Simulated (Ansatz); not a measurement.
The system is Ag.

```
Ag
1.0
     0.00000    2.04275    2.04275
     2.04275    0.00000    2.04275
     2.04275    2.04275    0.00000
Ag
1
Direct
  0.00000 0.00000 0.00000
```

Base run:

| Item | Value |
| --- | --- |
| Program | Ansatz 0.2.0 |
| Functional | r2SCAN |
| Potentials or basis | Ansatz PAW |
| Cutoff | 500 eV (not typed: the program's choice for these potentials) |
| k mesh | 11 × 11 × 11 |
| Occupations | fermi-dirac, width 0.05 eV |
| Spin | spin-orbit coupling, no magnetisation |

Its results: band gap on the k mesh none (metal or under the smearing width); pressure 1.1 GPa.

Task: After a change of settings the same cell gave: band gap on the k mesh none (metal or under the smearing width); pressure 2.9 GPa. Which change was it?
A. spin from spin-orbit coupling, no magnetisation to no spin polarisation; potential files from those of the base run to others of the same set
B. functional from r2SCAN to r2SCAN0; k mesh from 11 × 11 × 11 to 6 × 6 × 6
C. functional from r2SCAN to exchange-only PBE; cutoff from 500 eV (not typed: the program's choice for these potentials) to 420 eV (not typed: the program's choice for these potentials); spin from spin-orbit coupling, no magnetisation to no spin polarisation; potential files from those of the base run to others of the same set

Result: B.

Caveats: some runs use coarse meshes; the PAW data sets come from PBE, with cores solved anew for the run's functional, which leaves a small shift of forces and pressure; the thresholds are loose for stress (some runs).

Runs at the PBE level aren't shown here.
